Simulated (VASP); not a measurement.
WS2: single point with LDA

The system is WS2, a sheet with vacuum.

```xyz
3
Lattice="3.1700 0.0000 0.0000 -1.5850 2.7453 0.0000 0.0000 0.0000 17.1400" Properties=species:S:1:pos:R:3 pbc="T T T"
S     1.5850    0.9151    7.0000
S     1.5850    0.9151   10.1400
W     0.0000    1.8302    8.5700
```

The cell was built by a generator and needn't be a form met in nature.

```yaml
Program: VASP 6.6.1
Task: single point
Functional: LDA
Potentials_or_basis: VASP PAW LDA potentials, release 64 (S, W_sv)
Cutoff: 520 eV
k_mesh: 12 × 12 × 1
Occupations: gaussian, width 0.03 eV
Spin: no spin polarisation
Dipole_correction: yes
Further_INCAR_settings: ALGO = Fast; EDIFF = 1e-06; NBANDS = 20
```

```yaml
Largest_force: 0.470 eV/Å
Band_gap_on_the_k_mesh: 1.86 eV, direct
Ionisation_potential_of_the_upper_face: 5.95 eV
```

Forces in eV/Å, atoms in the order of the input:
```
S    0.000  0.000  0.470
S    0.000  0.000 -0.470
W    0.000  0.000  0.000
```

Levels at points of the mesh, in eV from the valence-band top:
```csv
k point,band 9,band 10,band 11,band 12,band 13,band 14,band 15,band 16,band 17,band 18
"(0.00, 0.00, 0.00)",-2.82,-2.11,-1.57,-1.57,-0.08,2.92,2.92,3.10,3.10,5.06
"(0.50, 0.00, 0.00)",-4.40,-3.38,-2.10,-1.18,-0.89,2.88,3.32,4.02,4.76,5.10
```

Wall time 47 s on 1 thread of Intel(R) Xeon(R) Platinum 8559C (Emerald Rapids), with other jobs on the host, peak memory 0.23 GiB.

Caveat: spin-orbit coupling is left out, which moves the levels of the heavy elements. A hybrid or GW would open this gap; LDA tends to underestimate it.
